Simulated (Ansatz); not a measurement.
InP: equation of state with PBEsol

**Measured values to compare with.**

A printed reference work, data compilation reports, for a bulk crystal of InP: bulk modulus 71 GPa.

InP:

```xyz
2
Lattice="0.0000 2.9305 2.9305 2.9305 0.0000 2.9305 2.9305 2.9305 0.0000" Properties=species:S:1:pos:R:3 pbc="T T T"
In    0.0000    0.0000    0.0000
P     4.3957    4.3957    4.3957
```

```yaml
Program: Ansatz 0.2.0
Task: equation of state
Functional: PBEsol
Potentials_or_basis: Ansatz PAW
Cutoff: 420 eV
Density_cutoff: 1680 eV
k_mesh: 8 × 8 × 8
Occupations: fermi-dirac, width 0.05 eV
Spin: no spin polarisation
```

```
Equilibrium volume                      : 25.39 Å³/atom
Bulk modulus                            : 67 GPa
Pressure derivative of the bulk modulus : 4.6
```

Energy against volume, from the lowest point:
```csv
volume (Å³/atom),energy (meV/atom)
23.657,27.74
24.160,13.20
24.663,4.15
25.167,0.00
25.670,0.22
26.173,4.36
26.677,12.00
```

All runs of the series together: 20 s on 2 threads of Intel(R) Xeon(R) Processor @ 2.50GHz (Skylake/Cascade Lake), with other jobs on the host.

Against the measured bulk modulus of InP, 71 GPa (a printed reference work, data compilation), the calculated 67 GPa is off by -5.9 %. The fit is for a static lattice scaled at fixed shape and fixed fractional positions.
